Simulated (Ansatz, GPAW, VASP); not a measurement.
**CoO: programs and potentials compared**

```xyz
2
Lattice="-1.5080 1.5080 2.1072 1.5080 -1.5080 2.1072 1.5080 1.5080 -2.1072" Properties=species:S:1:pos:R:3 pbc="T T T"
Co    0.0000    0.0000    0.0000
O     0.0000    0.0000    2.1072
```

Alike in all runs: task single point; functional PBE; k mesh 12 × 12 × 12; occupations gaussian, width 0.02 eV; collinear spin, ferromagnetic start; no spin-orbit coupling. Pressure is positive in compression and, in plane waves, holds the error of the finite cutoff, which Ansatz's Pulay term estimates and takes out.

| program and potentials | plane-wave cutoff (eV) | notes | band gap (eV) | pressure (GPa) | net moment per atom (μB) |
| --- | --- | --- | --- | --- | --- |
| Ansatz, Ansatz PAW | 420 | 11.5 valence electrons an atom on average; Pulay term of +0.75 GPa included | no gap | 0.03 | 1.47 |
| VASP, PBE PAW files Co, O, 520 eV | 520 | 7.5 valence electrons an atom on average | no gap | -0.48 | 1.46 |
| GPAW, GPAW PAW data sets (gpaw-data 1.2.1) | 800 | 7.5 valence electrons an atom on average | no gap | 0.62 | 1.47 |

None finds a gap. The pressure spans -0.48 (VASP, PBE PAW files Co, O, 520 eV) to 0.62 GPa (GPAW, GPAW PAW data sets (gpaw-data 1.2.1)). The net moment per atom spans 1.46 (VASP, PBE PAW files Co, O, 520 eV) to 1.47 μB (GPAW, GPAW PAW data sets (gpaw-data 1.2.1)). The state is the one that the start led to, which needn't be the lowest.

Differences between rows come from potentials, basis sets and numerical settings, since the functional is the same but for its coding. Runs on potential files found faulty are left out.
